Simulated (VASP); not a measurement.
## Hf: single point with PBE

Hf, a sheet with vacuum:

```
Hf
1.0
     2.77876    0.00000    0.00000
     0.00000    2.77876    0.00000
     0.00000    0.00000   23.80000
Hf
1
Direct
  0.00000 0.00000 0.29412
```

The cell was built by a generator and needn't be a form met in nature.

```
Program                : VASP 6.6.1
Task                   : single point
Functional             : PBE
Potentials or basis    : VASP PAW PBE potentials, release 64 (Hf_pv)
Cutoff                 : 520 eV
k mesh                 : 10 × 10 × 1
Occupations            : fermi-dirac, width 0.05 eV
Spin                   : no spin polarisation
Dipole correction      : yes
Further INCAR settings : ALGO = Normal; EDIFF = 1e-07; NBANDS = 11
```

```json
{"Band gap on the k mesh": "none (metal or under the smearing width)"}
```

Levels at points of the mesh, in eV from the Fermi level:
| k point | band 3 | band 4 | band 5 | band 6 | band 7 | band 8 |
| --- | --- | --- | --- | --- | --- | --- |
| (0.00, 0.00, 0.00) | -30.01 | -5.23 | -1.55 | -0.34 | 0.24 | 3.95 |
| (0.50, 0.00, 0.00) | -29.88 | -1.77 | -1.28 | 1.62 | 1.73 | 3.50 |
| (0.50, 0.50, 0.00) | -30.67 | -2.89 | 0.42 | 0.42 | 3.29 | 7.14 |

Wall time 120 s on 1 thread of AMD EPYC 7R43 64-Core Processor (Zen 3), with other jobs on the host, peak memory 0.26 GiB.

The run has no spin-orbit coupling, so splittings on Hf are missing.
